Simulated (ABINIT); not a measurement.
# Au (P6_3/mmc) in ABINIT: settings compared

The runs below take Au through relaxation of cell and atoms, with AM05, revPBE.

Everything below comes from runs of ABINIT 10.8.3 (patched build). Logs are shortened: lines on timing, memory, paths and dates and some standing lists are left out, and cuts for length are marked. The log counts tension as positive stress, the text compression.

## 1. The structure

It takes space group P6_3/mmc (No. 194, hexagonal). Conventional cell: a = 2.900 Å, b = 2.900 Å, c = 4.880 Å, α = 90.00°, β = 90.00°, γ = 120.00°. Au (site symmetry -6m2) has 12 Au at 2.90 to 2.96 Å as nearest neighbours.

This isn't the form of Au at room conditions, which is fcc.

## 2. Relaxation of cell and atoms, AM05

The input, run.abi:

```
pp_dirpath "./"
pseudos "Au.GGA_PBE-JTH.xml"

acell 2.9 2.9 4.88 Angstrom
rprim
     1.0000000000     0.0000000000     0.0000000000
    -0.5000000000     0.8660254038     0.0000000000
     0.0000000000     0.0000000000     1.0000000000
ntypat 1
znucl 79
natom 2
typat 1 1
xred
     0.6666666667     0.3333333333     0.2500000000
     0.3333333333     0.6666666667     0.7500000000
chkprim 0
chksymtnons 0
tolsym 1.0e-6

ecut 653.073270 eV
pawecutdg 46.0
pawxcdev 0

kptopt 1
ngkpt 11 11 6
nshiftk 1
shiftk 0.0 0.0 0.0

ixc -120135

nband 15
occopt 3
tsmear 0.05 eV

nstep 100
tolvrs 1.0e-9

iomode 3
prtwf 0
prtden 0
prteig 0
prtebands 0
enunit 1

ionmov 22
ntime 60
tolmxf 0.0002
optcell 2
dilatmx 1.08
ecutsm 0.5
```

Potentials or basis: JTH PAW PBE v2.0.

The run is started by

```
abinit run.abi > log 2>&1
```

run.abo:

```text
.Version 10.8.3 of ABINIT
 Symmetries : space group P6_3/m m c (#194); Bravais hP (primitive hexag.)
================================================================================
 Values of the parameters that define the memory need of the present run
     intxc =       0    ionmov =      22      iscf =      17    lmnmax =      18
     lnmax =       6     mgfft =      45  mpssoang =       3    mqgrid =    3041
     natom =       2  nloc_mem =       2    nspden =       1   nspinor =       1
    nsppol =       1      nsym =      24    n1xccc =       1    ntypat =       1
    occopt =       3   xclevel =       2
       mpw =        1732          nfft =       40500          nkpt =          64
 PAW method is used; the additional fine FFT grid is defined by:
   mgfftf=        64    nfftf =    102400
================================================================================
================================================================================

--------------------------------------------------------------------------------
------------- Echo of variables that govern the present computation ------------
--------------------------------------------------------------------------------
 -outvars: echo values of preprocessed input variables --------
            acell      5.4802057651E+00  5.4802057651E+00  9.2218634944E+00 Bohr
              amu      1.96966540E+02
          chkprim           0
      chksymtnons           0
          dilatmx      1.08000000E+00
             ecut      2.40000000E+01 Hartree
           ecutsm      5.00000000E-01 Hartree
           enunit           1
           ionmov          22
                       outvar_i_n : Printing only first  50 k-points.
              ixc     -120135
                       outvar_i_n : Printing only first  50 k-points.
         kptrlatt       11    0    0      0   11    0      0    0    6
          kptrlen      5.53311810E+01
            natom           2
            nband          15
            ngfft          30      30      45
          ngfftdg          40      40      64
             nkpt          64
            nstep         100
             nsym          24
            ntime          60
           ntypat           1
                       prtocc : prtvol=0, do not print more k-points.
           occopt           3
          optcell           2
        pawecutdg      4.60000000E+01 Hartree
         pawxcdev           0
           prtden           0
        prtebands           0
           prteig           0
            prtwf           0
            rprim      1.0000000000E+00  0.0000000000E+00  0.0000000000E+00
                      -5.0000000000E-01  8.6602540380E-01  0.0000000000E+00
                       0.0000000000E+00  0.0000000000E+00  1.0000000000E+00
          spgroup         194
           tolmxf      2.00000000E-04
           tolsym      1.00000000E-06
           tolvrs      1.00000000E-09
           tsmear      1.83746611E-03 Hartree
            typat      1  1
           useylm           1
                       outvars : Printing only first  50 k-points.
           xangst      1.4500000000E+00  8.3715789034E-01  1.2200000000E+00
                      -2.3122622713E-17  1.6743157807E+00  3.6600000000E+00
            xcart      2.7401028826E+00  1.5819991369E+00  2.3054658736E+00
                      -4.3695424241E-17  3.1639982738E+00  6.9163976208E+00
             xred      6.6666666667E-01  3.3333333333E-01  2.5000000000E-01
                       3.3333333333E-01  6.6666666667E-01  7.5000000000E-01
            znucl       79.00000

================================================================================

 chkinp: Checking input parameters for consistency.

================================================================================
== DATASET  1 ==================================================================

--- !DatasetInfo
iteration_state: {dtset: 1, }
dimensions: {natom: 2, nkpt: 64, mband: 15, nsppol: 1, nspinor: 1, nspden: 1, mpw: 1732, }
cutoff_energies: {ecut:  24.0, pawecutdg:  46.0, }
electrons: {nelect:   2.20000000E+01, charge:   0.00000000E+00, occopt:   3.00000000E+00, tsmear:   1.83746611E-03, }
meta: {optdriver: 0, ionmov: 22, optcell: 2, iscf: 17, paral_kgb: 0, }
...

 Real(R)+Recip(G) space primitive vectors, cartesian coordinates (Bohr,Bohr^-1):
 R(1)=  5.4802058  0.0000000  0.0000000  G(1)=  0.1824749  0.1053519  0.0000000
 R(2)= -2.7401029  4.7459974  0.0000000  G(2)=  0.0000000  0.2107039  0.0000000
 R(3)=  0.0000000  0.0000000  9.2218635  G(3)=  0.0000000  0.0000000  0.1084380
 Unit cell volume ucvol=  2.3985184E+02 bohr^3
 Angles (23,13,12)=  9.00000000E+01  9.00000000E+01  1.20000000E+02 degrees

 Coarse grid specifications (used for wave-functions):

 getcut: wavevector=  0.0000  0.0000  0.0000  ngfft=  30  30  45
         ecut(hartree)=     27.994   => boxcut(ratio)=   2.00327

 Fine grid specifications (used for densities):

 getcut: wavevector=  0.0000  0.0000  0.0000  ngfft=  40  40  64
         ecut(hartree)=     53.654   => boxcut(ratio)=   2.10472

--- Pseudopotential description ------------------------------------------------
- pspini: atom type   1  psp file is ./Au.GGA_PBE-JTH.xml
 Pseudopotential format is: paw10
 basis_size (lnmax)=  6 (lmn_size= 18), orbitals=   0   0   1   1   2   2
 Spheres core radius: rc_sph= 2.50869560
 Shapefunction is SIN type: shapef(r)=[sin(pi*r/rshp)/(pi*r/rshp)]**2
 Radius for shape functions =  2.26305713
 Compensation charge density is not taken into account in XC energy/potential

   1.54885028E+03                                ecore*ucvol(ha*bohr**3)
--------------------------------------------------------------------------------

================================================================================

=== [ionmov=22] Limited-memory Broyden-Fletcher-Goldfarb-Shanno method
================================================================================

--- Iteration: ( 1/60) Internal Cycle: (1/1)
--------------------------------------------------------------------------------

---SELF-CONSISTENT-FIELD CONVERGENCE--------------------------------------------

--- !BeginCycle
iteration_state: {dtset: 1, itime: 1, icycle: 1, }
solver: {iscf: 17, nstep: 100, nline: 4, wfoptalg: 10, }
tolerances: {tolvrs: 1.00E-09, }
...

     iter   Etot(hartree)      deltaE(h)  residm     nres2
 ETOT  1  -68.166153532821    -6.817E+01 4.012E-01 3.533E+01
 ETOT  2  -68.504974919265    -3.388E-01 7.891E-02 3.802E+01
 ETOT  3  -68.404933399607     1.000E-01 1.229E-02 8.808E+00
 ETOT  4  -68.399272790249     5.661E-03 6.998E-03 3.159E+00
 ETOT  5  -68.395194060567     4.079E-03 3.922E-03 6.874E-01
 ETOT  6  -68.396188947630    -9.949E-04 2.473E-03 6.361E-01
 ETOT  7  -68.396881918403    -6.930E-04 1.087E-03 1.010E+00
 ETOT  8  -68.398425928277    -1.544E-03 8.707E-04 9.560E-01
 ETOT  9  -68.399699326518    -1.273E-03 2.979E-04 2.091E+00
 ETOT 10  -68.397706760850     1.993E-03 2.409E-04 1.066E+00
[... 8 lines left out ...]
 ETOT 19  -68.396259274734    -5.124E-06 3.002E-05 1.503E-03
 ETOT 20  -68.396258232663     1.042E-06 3.932E-05 7.829E-04
 ETOT 21  -68.396257714807     5.179E-07 2.017E-05 5.210E-04
 ETOT 22  -68.396257112775     6.020E-07 2.648E-05 1.358E-04
 ETOT 23  -68.396257081661     3.111E-08 1.339E-05 4.654E-05
 ETOT 24  -68.396257023648     5.801E-08 1.758E-05 1.276E-05
 ETOT 25  -68.396257021511     2.137E-09 8.847E-06 1.540E-06
 ETOT 26  -68.396257019272     2.239E-09 1.164E-05 8.146E-08
 ETOT 27  -68.396257020467    -1.195E-09 5.824E-06 1.040E-07
 ETOT 28  -68.396257020326     1.403E-10 7.687E-06 6.248E-10
[... 535 lines left out ...]
  2.71071835013588E+00  1.56503396917633E+00  2.25392313689329E+00
 -1.10098169505364E-16  3.13006793835266E+00  6.76176941067986E+00
 Reduced coordinates (xred)
  6.66666666666666E-01  3.33333333333333E-01  2.50000000000000E-01
  3.33333333333333E-01  6.66666666666666E-01  7.50000000000000E-01
 Cartesian forces (fcart) [Ha/bohr]; max,rms= 7.45000E-29 5.96919E-29 (free atoms)
  7.44999537581821E-29 -7.16876139268804E-29 -0.00000000000000E+00
 -7.44999537581821E-29  7.16876139268804E-29 -0.00000000000000E+00
 Gradient of E wrt nuclear positions in reduced coordinates (gred)
 -4.03896783473158E-28  5.38529044630877E-28 -0.00000000000000E+00
  4.03896783473158E-28 -5.38529044630877E-28 -0.00000000000000E+00
 Scale of Primitive Cell (acell) [bohr]
  5.42143670027177E+00  5.42143670034483E+00  9.01569254757315E+00
 Real space primitive translations (rprimd) [bohr]
  5.42143670027177E+00  0.00000000000000E+00  0.00000000000000E+00
 -2.71071835013588E+00  4.69510190752900E+00  0.00000000000000E+00
  0.00000000000000E+00  0.00000000000000E+00  9.01569254757315E+00
 Unitary Cell Volume (ucvol) [Bohr^3]=  2.29487221346746E+02
 Angles (23,13,12)= [degrees]
  9.00000000000000E+01  9.00000000000000E+01  1.19999999999554E+02
 Lengths [Bohr]
  5.42143670027177E+00  5.42143670034483E+00  9.01569254757315E+00
 Stress tensor in cartesian coordinates (strten) [Ha/bohr^3]
  5.12610784784984E-07  0.00000000000000E+00  0.00000000000000E+00
  0.00000000000000E+00  5.12609727859603E-07  0.00000000000000E+00
  0.00000000000000E+00  0.00000000000000E+00  5.90915679922477E-07
 Total energy (etotal) [Ha]= -6.83974920381497E+01

 Difference of energy with previous step (new-old):
           Absolute (Ha)=-1.53407E-06
           Relative     =-2.24287E-08

 At Broyd/MD step   6, gradients are converged :
  max grad (force/stress) = 5.9092E-05 < tolmxf= 2.0000E-04 ha/bohr (free atoms)

================================================================================

 ----iterations are completed or convergence reached----

 Mean square residual over all n,k,spin=   22.294E-10; max=  12.965E-07
 reduced coordinates (array xred) for    2 atoms
       0.666666666667      0.333333333333      0.250000000000
       0.333333333333      0.666666666667      0.750000000000
 rms dE/dt=  3.9635E-28; max dE/dt=  5.3853E-28; dE/dt below (all hartree)
    1      -0.000000000000      0.000000000000      0.000000000000
    2       0.000000000000     -0.000000000000      0.000000000000

 cartesian coordinates (angstrom) at end:
    1      1.43445037509534     0.82818031021534     1.19272475836177
    2     -0.00000000000000     1.65636062043067     3.57817427508532

 cartesian forces (hartree/bohr) at end:
    1      0.00000000000000    -0.00000000000000    -0.00000000000000
    2     -0.00000000000000     0.00000000000000    -0.00000000000000
 frms,max,avg= 5.9691867E-29 7.4499954E-29   0.000E+00  0.000E+00  0.000E+00 h/b

 cartesian forces (eV/Angstrom) at end:
    1      0.00000000000000    -0.00000000000000    -0.00000000000000
    2     -0.00000000000000     0.00000000000000    -0.00000000000000
 frms,max,avg= 3.0694792E-27 3.8309417E-27   0.000E+00  0.000E+00  0.000E+00 e/A
 length scales=  5.421436700272  5.421436700345  9.015692547573 bohr
              =  2.868900750191  2.868900750229  4.770899033447 angstroms
 Fermi (or HOMO) energy (eV) =   7.57124   Average Vxc (eV)= -11.92249
 Eigenvalues (   eV  ) for nkpt=  64  k points:
 kpt#   1, nband= 15, wtk=  0.00138, kpt=  0.0000  0.0000  0.0000 (reduced coord)
  -2.35150    0.18675    2.78467    3.02163    3.02163    3.35038    3.35038    3.98602
   3.98602    5.41226    5.41226    6.42522   10.39343   22.61693   24.08696
 prteigrs : prtvol=0 or 1, do not print more k-points.

--- !EnergyTerms
iteration_state     : {dtset: 1, itime: 6, icycle: 1, }
comment             : Components of total free energy in Hartree
kinetic             :  1.85925126112140E+01
hartree             :  7.23352614513500E+00
xc                  : -5.96155898394435E+00
Ewald energy        : -7.19141916904099E+01
psp_core            :  6.74917874862351E+00
local_psp           : -2.75008826314488E+01
PAW spherical_terms :  4.40418380157463E+00
internal            : -6.83972319992560E+01
'-kT*entropy'       : -2.91759695750141E-04
total_energy        : -6.83975237589518E+01
total_energy_eV     : -1.86119143727350E+03
...

--- !EnergyTermsDC
iteration_state     : {dtset: 1, itime: 6, icycle: 1, }
comment             : '"Double-counting" decomposition of free energy'
band_energy         :  2.70979808593894E+00
Ewald energy        : -7.19141916904099E+01
psp_core            :  6.74917874862351E+00
xc_dc               : -6.07922058699199E+00
PAW spherical_terms :  1.37235164385538E-01
internal            : -6.83972002784539E+01
'-kT*entropy'       : -2.91759695750141E-04
total_energy_dc     : -6.83974920381497E+01
total_energy_dc_eV  : -1.86119057410650E+03
...

--- !EnergyTermsWithPAWCore
iteration_state     : {dtset: 1, itime: 6, icycle: 1, }
comment             : 'Components of total free energy, including PAW core contributions'
Total energy        : -3.80040903502134E+04
Total energy DC     : -3.80040903184926E+04
Total energy (eV)   : -1.03414398144682E+06
Total energy DC (eV): -1.03414398058365E+06
...

 Cartesian components of stress tensor (hartree/bohr^3)
  sigma(1 1)=  5.12610785E-07  sigma(3 2)=  0.00000000E+00
  sigma(2 2)=  5.12609728E-07  sigma(3 1)=  0.00000000E+00
  sigma(3 3)=  5.90915680E-07  sigma(2 1)=  0.00000000E+00

-Cartesian components of stress tensor (GPa)         [Pressure= -1.5849E-02 GPa]
- sigma(1 1)=  1.50815300E-02  sigma(3 2)=  0.00000000E+00
- sigma(2 2)=  1.50814989E-02  sigma(3 1)=  0.00000000E+00
- sigma(3 3)=  1.73853395E-02  sigma(2 1)=  0.00000000E+00

== END DATASET(S) ==============================================================
================================================================================

 -outvars: echo values of variables after computation  --------
            acell      5.4214367003E+00  5.4214367003E+00  9.0156925476E+00 Bohr
           etotal     -6.8397492038E+01
            fcart      7.4499953758E-29 -7.1687613927E-29 -0.0000000000E+00
                      -7.4499953758E-29  7.1687613927E-29 -0.0000000000E+00
            rprim      1.0000000000E+00  0.0000000000E+00  0.0000000000E+00
                      -4.9999999999E-01  8.6602540379E-01  0.0000000000E+00
                       0.0000000000E+00  0.0000000000E+00  1.0000000000E+00
           strten      5.1261078478E-07  5.1260972786E-07  5.9091567992E-07
                       0.0000000000E+00  0.0000000000E+00  0.0000000000E+00
           xangst      1.4344503751E+00  8.2818031022E-01  1.1927247584E+00
                      -5.8261442225E-17  1.6563606204E+00  3.5781742751E+00
             xred      6.6666666667E-01  3.3333333333E-01  2.5000000000E-01
                       3.3333333333E-01  6.6666666667E-01  7.5000000000E-01
 Calculation completed.
```

It took 6.9 min on 1 thread of Arm Neoverse V1, shared host; peak memory 0.18 GiB.

What came out:

```yaml
Free_energy: -1861.1906 eV
Relaxed_volume: 17.00 Å³/atom
Relaxed_cell: a = 2.869 Å, b = 2.869 Å, c = 4.771 Å, α = 90.00°, β = 90.00°, γ = 120.00°
Space_group_after_relaxing_to_0.05_Å: P6_3/mmc (No. 194)
Energy_gained_by_relaxing: 16.8 meV/atom
Ionic_steps: 6
Pressure_after_relaxing: 0.0 GPa
Band_gap_on_the_k_mesh: none (metal or under the smearing width)
Valence_electrons_inside_the_program's_atomic_spheres: Au 9.49 (radii [1.3275] Å)
```

The path:
```
step  energy change (eV)  largest force (eV/Å)  pressure (GPa)  volume (Å³)
   1              0.0000                0.0000           -6.53        35.54
   2             -0.0228                0.0000           -3.74        34.84
   3             -0.0330                0.0000            0.39        33.94
   4             -0.0333                0.0000            0.05        34.00
   5             -0.0336                0.0000           -0.12        34.03
   6             -0.0336                0.0000           -0.02        34.01
```

Final structure:
```
CELL_PARAMETERS angstrom
2.86890 0.00000 0.00000
-1.43445 2.48454 0.00000
0.00000 0.00000 4.77090
ATOMIC_POSITIONS crystal
Au 0.66667 0.33333 0.25000
Au 0.33333 0.66667 0.75000
```

Levels at points of the mesh, in eV from the Fermi level:
```
           k point  band 7  band 8  band 9  band 10  band 11  band 12  band 13  band 14  band 15
(0.00, 0.00, 0.00)   -4.22   -3.59   -3.59    -2.16    -2.16    -1.15     2.82    15.05    16.52
(0.00, 0.00, 0.50)   -4.60   -4.60   -2.62    -2.62    -2.62    -2.62    10.91    10.91    15.40
```

Caveat: the PAW data sets were made with another functional, which shifts forces and pressure a little.

## 3. Relaxation of cell and atoms, revPBE

Edit run.abi of step 2 so:

```diff
@@ -28,3 +28,3 @@
 
-ixc -120135
+ixc 14
```

Potentials or basis: JTH PAW PBE v2.0.

The run is started by

```
abinit run.abi > log 2>&1
```

It took 6.6 min on 1 thread of Arm Neoverse V1, shared host; peak memory 0.17 GiB.

The run converged. Its results:

```yaml
Free_energy: -1856.3961 eV
Relaxed_volume: 18.38 Å³/atom
Relaxed_cell: a = 2.939 Å, b = 2.939 Å, c = 4.916 Å, α = 90.00°, β = 90.00°, γ = 120.00°
Space_group_after_relaxing_to_0.05_Å: P6_3/mmc (No. 194)
Energy_gained_by_relaxing: 9.0 meV/atom
Ionic_steps: 6
Pressure_after_relaxing: 0.0 GPa
Band_gap_on_the_k_mesh: none (metal or under the smearing width)
Valence_electrons_inside_the_program's_atomic_spheres: Au 9.42 (radii [1.3275] Å)
```

Step by step:
| step | energy change (eV) | largest force (eV/Å) | pressure (GPa) | volume (Å³) |
| --- | --- | --- | --- | --- |
| 1 | 0.0000 | 0.0000 | 4.78 | 35.54 |
| 2 | -0.0121 | 0.0000 | 2.62 | 36.06 |
| 3 | -0.0179 | 0.0000 | 0.16 | 36.72 |
| 4 | -0.0179 | 0.0000 | -0.01 | 36.77 |
| 5 | -0.0179 | 0.0000 | -0.04 | 36.78 |
| 6 | -0.0180 | 0.0000 | -0.02 | 36.77 |

Final structure:
```yaml
crystal:
  lattice:
    - [2.93873, 0.00000, 0.00000]
    - [-1.46936, 2.54501, 0.00000]
    - [0.00000, 0.00000, 4.91621]
  atoms:
    - { symbol: Au, position: [0.66667, 0.33333, 0.25000] }
    - { symbol: Au, position: [0.33333, 0.66667, 0.75000] }
```

Levels at points of the mesh, in eV from the Fermi level:
| k point | band 9 | band 10 | band 11 | band 12 | band 13 | band 14 |
| --- | --- | --- | --- | --- | --- | --- |
| (0.00, 0.00, 0.00) | -3.34 | -2.12 | -2.12 | -0.73 | 2.39 | 15.05 |
| (0.00, 0.00, 0.50) | -2.53 | -2.53 | -2.53 | -2.53 | 10.28 | 10.28 |

Caveat: the PAW data sets were made with another functional, which shifts forces and pressure a little.
